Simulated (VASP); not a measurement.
# Cu in VASP: relaxation of the atoms with PBE+D3(BJ)

Aim: the relaxation of the atoms of Cu with PBE+D3(BJ).

All numbers are computed with VASP 6.6.1; they aren't measurements. Logs are shortened: lines on timing, memory, paths and dates and some standing lists are left out, and cuts for length are marked.

## (1) The cell of the first run

The cell holds a slab with vacuum, 6 atoms: a = 2.534 Å, b = 2.534 Å, c = 25.281 Å, α = 90.00°, β = 90.00°, γ = 120.00°.

The slab is cut from a database's or a generator's crystal, which needn't be the stable form of the element.

## (2) Relaxation of the atoms, PBE+D3(BJ) (the (0 0 1) slab of Cu, cut from the database cell, not relaxed)

File INCAR:

```
SYSTEM = Cu
PREC = Accurate
ENCUT = 520
EDIFF = 1E-7
ISMEAR = 0
SIGMA = 0.05
LREAL = .False.
LASPH = .True.
NELM = 100
ALGO = Normal
ISIF = 2
LWAVE = .False.
LCHARG = .False.
LDIPOL = .True.
IDIPOL = 3
DIPOL = 0.5 0.5 0.500
GGA = PE
IVDW = 12
IBRION = 2
NSW = 60
EDIFFG = -0.005
```

File KPOINTS:

```
regular mesh
0
Gamma
  12 12 1
  0 0 0
```

File POSCAR:

```
Cu
1.0
    2.5340966698      0.0000000000      0.0000000000
   -1.2670483349      2.1945920917      0.0000000000
    0.0000000000      0.0000000000     25.2814275000
Cu
6
Selective dynamics
Direct
    0.6666666700      0.3333333400      0.2966604635  F F F
    0.3333333300      0.6666666600      0.3779962781  F F F
    0.6666666700      0.3333333400      0.4593320927  F F F
    0.3333333300      0.6666666600      0.5406679073  T T T
    0.6666666700      0.3333333400      0.6220037219  T T T
    0.3333333300      0.6666666600      0.7033395365  T T T
```

Potentials or basis: VASP PAW PBE potentials, release 64 (Cu).

Run with:

```
> cat potpaw_PBE.64/Cu/POTCAR > POTCAR
> mpirun -np 1 vasp_std > vasp.out
```

OUTCAR:

```text
SYSTEM = Cu
   PREC = Accurate
   ENCUT = 520
   EDIFF = 1E-7
   ISMEAR = 0
   LREAL = .False.
   LASPH = .True.
   NELM = 100
   ISIF = 2
   GGA = PE
   IVDW = 12
   IBRION = 2
   NSW = 60
   EDIFFG = -0.005
 IVDW          = 12

 ion  position               nearest neighbor table
   1  0.667  0.333  0.297-   2 2.52   2 2.52   2 2.52
   2  0.333  0.667  0.378-   1 2.52   3 2.52   1 2.52   3 2.52   1 2.52   3 2.52
   3  0.667  0.333  0.459-   4 2.52   4 2.52   2 2.52   2 2.52   4 2.52   2 2.52
   4  0.333  0.667  0.541-   3 2.52   3 2.52   5 2.52   5 2.52   3 2.52   5 2.52
   5  0.667  0.333  0.622-   4 2.52   6 2.52   4 2.52   6 2.52   4 2.52   6 2.52
   6  0.333  0.667  0.703-   5 2.52   5 2.52   5 2.52

  LATTYP: Found a hexagonal cell.
 ALAT       =     2.5340966698
 C/A-ratio  =     9.9765047645

  Lattice vectors:

 A1 = (   2.5340966698,   0.0000000000,   0.0000000000)
 A2 = (  -1.2670483349,   2.1945920917,   0.0000000000)
 A3 = (   0.0000000000,   0.0000000000,  25.2814275000)

Analysis of symmetry for initial positions (statically):
=====================================================================
 Subroutine PRICEL returns:
 Original cell was already a primitive cell.

 Routine SETGRP: Setting up the symmetry group for a
 hexagonal supercell.

 Subroutine GETGRP returns: Found 12 space group operations
 (whereof 12 operations were pure point group operations)
 out of a pool of 24 trial point group operations.

The static configuration has the point symmetry D_3d.

Analysis of symmetry for dynamics (positions and initial velocities):
=====================================================================
 Subroutine PRICEL returns:
 Original cell was already a primitive cell.

 Routine SETGRP: Setting up the symmetry group for a
 hexagonal supercell.

 Subroutine GETGRP returns: Found 12 space group operations
 (whereof 12 operations were pure point group operations)
 out of a pool of 24 trial point group operations.

The dynamic configuration has the point symmetry D_3d.

Analysis of constrained symmetry for selective dynamics:
=====================================================================
 Subroutine PRICEL returns:
 Original cell was already a primitive cell.

 Routine SETGRP: Setting up the symmetry group for a
 hexagonal supercell.

 Subroutine GETGRP returns: Found  6 space group operations
 (whereof  6 operations were pure point group operations)
 out of a pool of 24 trial point group operations.

The constrained configuration has the point symmetry C_3v.

 Subroutine INISYM returns: Found  6 space group operations
 (whereof  6 operations are pure point group operations),
 and found     1 'primitive' translations

----------------------------------------------------------------------------------------

                                     Primitive cell

  volume of cell :     140.5978

  direct lattice vectors                    reciprocal lattice vectors
     2.534096670  0.000000000  0.000000000     0.394617937  0.227832772  0.000000000
    -1.267048335  2.194592092  0.000000000     0.000000000  0.455665544  0.000000000
     0.000000000  0.000000000 25.281427500     0.000000000  0.000000000  0.039554728

  length of vectors
     2.534096670  2.534096670 25.281427500     0.455665544  0.455665544  0.039554728

  position of ions in fractional coordinates (direct lattice)
     0.666666670  0.333333340  0.296660463
     0.333333330  0.666666660  0.377996278
     0.666666670  0.333333340  0.459332093
     0.333333330  0.666666660  0.540667907
     0.666666670  0.333333340  0.622003722
     0.333333330  0.666666660  0.703339537

  ion indices of the primitive-cell ions
   primitive index   ion index
                 1           1
                 2           2
                 3           3
                 4           4
                 5           5
                 6           6

----------------------------------------------------------------------------------------

 KPOINTS: regular mesh

Automatic generation of k-mesh.
 Grid dimensions read from file:
 generate k-points for:   12   12    1

 Generating k-lattice:

  Cartesian coordinates                     Fractional coordinates (reciprocal lattice)
     0.032884828  0.018986064  0.000000000     0.083333333  0.000000000  0.000000000
     0.000000000  0.037972129  0.000000000     0.000000000  0.083333333  0.000000000
     0.000000000  0.000000000  0.039554728     0.000000000  0.000000000  1.000000000

  Length of vectors
     0.037972129  0.037972129  0.039554728

  Shift w.r.t. Gamma in fractional coordinates (k-lattice)
     0.000000000  0.000000000  0.000000000

 Subroutine IBZKPT returns following result:
 ===========================================

 Found     19 irreducible k-points:

 Following reciprocal coordinates:
            Coordinates               Weight
  0.000000  0.000000  0.000000      1.000000
  0.083333  0.000000  0.000000      6.000000
  0.166667 -0.000000  0.000000      6.000000
  0.250000 -0.000000  0.000000      6.000000
  0.333333 -0.000000  0.000000      6.000000
  0.416667  0.000000  0.000000      6.000000
[... 11 lines left out ...]
  0.333333  0.250000  0.000000     12.000000
  0.333333  0.333333  0.000000      2.000000
   k-points           NKPTS =     19   k-points in BZ     NKDIM =     19   number of bands    NBANDS=     39
   number of dos      NEDOS =    301   number of ions     NIONS =      6
   total plane-waves  NPLWV =  76800
   dimension x,y,z NGX =    20 NGY =   20 NGZ =  192
   dimension x,y,z NGXF=    40 NGYF=   40 NGZF=  384
   ions per type =               6
   NGX,Y,Z   is equivalent  to a cutoff of  13.12, 13.12, 12.63 a.u.
   NGXF,Y,Z  is equivalent  to a cutoff of  26.24, 26.24, 25.25 a.u.
 SYSTEM =  Cu
   PREC   = accura    normal or accurate (medium, high low for compatibility)
   ISTART =      0    job   : 0-new  1-cont  2-samecut
   ICHARG =      2    charge: 1-file 2-atom 10-const
   ISPIN  =      1    spin polarized calculation?
   LNONCOLLINEAR =      F non collinear calculations
   LSORBIT =      F    spin-orbit coupling
   LASPH  =      T    aspherical Exc in radial PAW
   ENCUT  =  520.0 eV  38.22 Ry    6.18 a.u.   4.71  4.71 47.01*2*pi/ulx,y,z
   NELM   =    100;   NELMIN=  2; NELMDL= -5     # of ELM steps
   EDIFF  = 0.1E-06   stopping-criterion for ELM
   LREAL  =      F    real-space projection
   EDIFFG = -.5E-02   stopping-criterion for IOM
   NSW    =     60    number of steps for IOM
   IBRION =      2    ionic relax: 0-MD 1-quasi-New 2-CG
   NFREE  =      1    steps in history (QN), initial steepest desc. (CG)
   ISIF   =      2    stress and relaxation
   ISYM   =      2    0-nonsym 1-usesym 2-fastsym
   POTIM  = 0.5000    time-step for ionic-motion
   TEBEG  =    0.0;   TEEND  =   0.0 temperature during run
   PSTRESS=    0.0 pullay stress
   NELECT =      66.0000    total number of electrons
   NUPDOWN=      -1.0000    fix difference up-down
   EMIN   =  10.00;   EMAX   =-10.00  energy-range for DOS
   EFERMI =   0.00;   METHOD = LEGACY
   ISMEAR =     0;   SIGMA  =   0.05  broadening in eV -4-tet -1-fermi 0-gaus
   EFERMI_NEDOS =   21; number of points for ismear=-14 and -15
   IALGO  =     38    algorithm
   IMIX   =      4    mixing-type and parameters
     AMIX     =   0.40;   BMIX     =  1.00
     AMIX_MAG =   1.60;   BMIX_MAG =  1.00
  volume/ion in A,a.u.               =      23.43       158.13
  Fermi-wavevector in a.u.,A,eV,Ry     =   1.272321  2.404338 22.025113  1.618800
  Thomas-Fermi vector in A             =   2.405206
   LORBIT       =      0    0 simple, 1 ext, 2 COOP (PROOUT), +10 PAW based schemes
   GGA     = PE    functional components
   LHFCALC =     F    Hartree Fock is set to
   AEXX    =    0.0000 exact exchange contribution
   IVDW    =    12    specifies the selected vdW correction
   LEPSILON=     F    determine dielectric tensor
   LRPA    =     F    only Hartree local field effects (RPA)
 conjugate gradient relaxation of ions
 non-spin polarized calculation
 Gauss-broadening in eV      SIGMA  =   0.05
  energy-cutoff  :      520.00
  volume of cell :      140.60
 maximum number of plane-waves:      3816
 NGX is ok and might be reduce to    20
   NGX =  9   NGY =  9   NGZ = 95

--------------------------------------- Ionic step        1  -------------------------------------------

 number of electron      65.9999975 magnetization

 Free energy of the ion-electron system (eV)
  ---------------------------------------------------
  ext. energy  EPLUGINS =         0.00000000
  ---------------------------------------------------
  free energy    TOTEN  =       -21.33539771 eV

  energy without entropy =      -21.32999316  energy(sigma->0) =      -21.33269544

------------------------ aborting loop because EDIFF is reached ----------------------------------------

 Edisp (eV)   -2.96103

 E8    (eV) :    -1.3020
[... 117 lines left out ...]
  FREE ENERGIE OF THE ION-ELECTRON SYSTEM (eV)
  ---------------------------------------------------
  free  energy   TOTEN  =       -24.2966010483 eV

  energy  without entropy=      -24.2911834181  energy(sigma->0) =      -24.29389223

[... ionic steps 4 to 7 ...]

--------------------------------------- Ionic step        8  -------------------------------------------

 number of electron      65.9999968 magnetization

------------------------ aborting loop because EDIFF is reached ----------------------------------------
[... 77 lines left out ...]
  FREE ENERGIE OF THE ION-ELECTRON SYSTEM (eV)
  ---------------------------------------------------
  free  energy   TOTEN  =       -24.2968415089 eV

  energy  without entropy=      -24.2915449292  energy(sigma->0) =      -24.29419322

 dipolmoment           0.000000      0.000000     -0.000022 electrons x Angstroem

--------------------------------------- Ionic step       10  -------------------------------------------

 number of electron      65.9999963 magnetization

 dipolmoment           0.000000      0.000000      0.000001 electrons x Angstroem

 Free energy of the ion-electron system (eV)
  ---------------------------------------------------
  ext. energy  EPLUGINS =         0.00000000
  ---------------------------------------------------
  free energy    TOTEN  =       -21.33105986 eV

  energy without entropy =      -21.32581910  energy(sigma->0) =      -21.32843948

 E-fermi :   1.5796     XC(G=0):  -7.0196

 val. band max:        1.5609804388   @ k =   0.5000  -0.0000   0.0000
 cond. band min:       1.5804475743   @ k =   0.3333   0.1667   0.0000
 fundamental gap:      0.0194671355
 Fermi energy:         1.5796241076

 k-point     1 :       0.0000    0.0000    0.0000
  band No.  band energies     occupation
      1      -7.7981      2.00000
      2      -7.1504      2.00000
      3      -6.1343      2.00000
      4      -4.9361      2.00000
      5      -4.0116      2.00000
      6      -3.6919      2.00000
[... 787 lines left out ...]
     38       6.0860      0.00000
     39       6.5859      0.00000

------------------------ aborting loop because EDIFF is reached ----------------------------------------

 vacuum level on the upper side and lower side of the slab       (xc-potential included)        -0.011        -0.011

 Edisp (eV)   -2.96583

 E8    (eV) :    -1.3042

  FORCE on cell =-STRESS in cart. coord.  units (eV):
  Direction    XX          YY          ZZ          XY          YZ          ZX
  --------------------------------------------------------------------------------------
  -------------------------------------------------------------------------------------
  Total      -1.09427    -1.09427    -0.12625     0.00000     0.00000     0.00000
  in kB     -12.46966   -12.46966    -1.43869     0.00000     0.00000     0.00000
  external pressure =       -8.79 kB  Pullay stress =        0.00 kB
[... 21 lines left out ...]
  FREE ENERGIE OF THE ION-ELECTRON SYSTEM (eV)
  ---------------------------------------------------
  free  energy   TOTEN  =       -24.2968924068 eV

  energy  without entropy=      -24.2916516459  energy(sigma->0) =      -24.29427203

 reached required accuracy - stopping structural energy minimisation

 vacuum level on the upper side and lower side of the slab         6.208         6.208
```

Wall time 8.6 min (1 thread of Intel Xeon 6975P-C (Granite Rapids), shared host); peak memory 0.32 GiB.

What came out:

| Item | Value |
| --- | --- |
| Free energy | -24.2969 eV |
| Energy gained by relaxing | 0.1 meV/atom |
| Ionic steps | 10 |
| Band gap on the k mesh | none (metal or under the smearing width) |
| Dispersion energy per atom | -0.494 eV |

The path:
```csv
step,energy change (eV),largest force (eV/Å),pressure (GPa)
1,0.0000,0.0422,-0.99
2,-0.0001,0.0419,-0.98
3,-0.0002,0.0416,-1.00
4,-0.0002,0.0412,-0.98
5,-0.0003,0.0409,-0.97
6,-0.0003,0.0407,-0.96
7,-0.0003,0.0412,-0.97
8,-0.0004,0.0407,-0.94
9,-0.0004,0.0406,-0.92
10,-0.0005,0.0405,-0.88
```

Final structure:
```
Cu
1.0
     2.53410    0.00000    0.00000
    -1.26705    2.19459    0.00000
     0.00000    0.00000   25.28143
Cu
6
Cartesian
  1.2670 0.7315 7.5000
  0.0000 1.4631 9.5563
  1.2670 0.7315 11.6126
  0.0000 1.4631 13.6574
  1.2670 0.7315 15.7065
  0.0000 1.4631 17.7652
```
